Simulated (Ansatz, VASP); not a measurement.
## Two plane-wave programs on EuS

```xyz
2
Lattice="0.0000 2.9785 2.9785 2.9785 0.0000 2.9785 2.9785 2.9785 0.0000" Properties=species:S:1:pos:R:3 pbc="T T T"
Eu    2.9785    2.9785    2.9785
S     0.0000    0.0000    0.0000
```

Alike in both runs: task single point; functional r2SCAN; k mesh 6 × 6 × 6; occupations gaussian, width 0.05 eV; collinear spin; Hubbard terms Eu f U = 3.0 eV.

|  | VASP | Ansatz |
| --- | --- | --- |
| version | VASP 6.6.1 | Ansatz 0.2.0 |
| potentials or method | VASP PAW PBE potentials, release 64 (Eu, S) | scalar-relativistic, plane waves, PAW |
| plane-wave cutoff (eV) | 520 | 500 |
| valence electrons in the cell | 23 | 23 |

VASP gave:

| Item | Value |
| --- | --- |
| gap on the k mesh at the Fermi level (eV) | none |
| pressure (GPa) | -0.6 |
| net moment per atom (μB) | 3.50 |
| size of the moment on the site where the two differ most (μB) | 6.60 |

Problem. What did Ansatz give for the same quantities?

Solution. gap on the k mesh at the Fermi level (eV): 0.18; pressure (GPa): -0.2; net moment per atom (μB): 3.50; size of the moment on the site where the two differ most (μB): 6.87.

Site moments also hang on the region over which each program counts them. The programs project onto different local orbitals, so the same U acts differently. A gap of «none» marks a metal or a gap that the smearing closes. Ansatz warned: «stability_check_not_made».

Caveats: the PAW data sets were made with another functional, which shifts forces and pressure a little (VASP); spin-orbit coupling is left out, which moves the levels of the heavy elements; a cell with one magnetic atom can't hold antiferromagnetic order, which such compounds often take. The state reached can hang on the start; a lower one may exist.
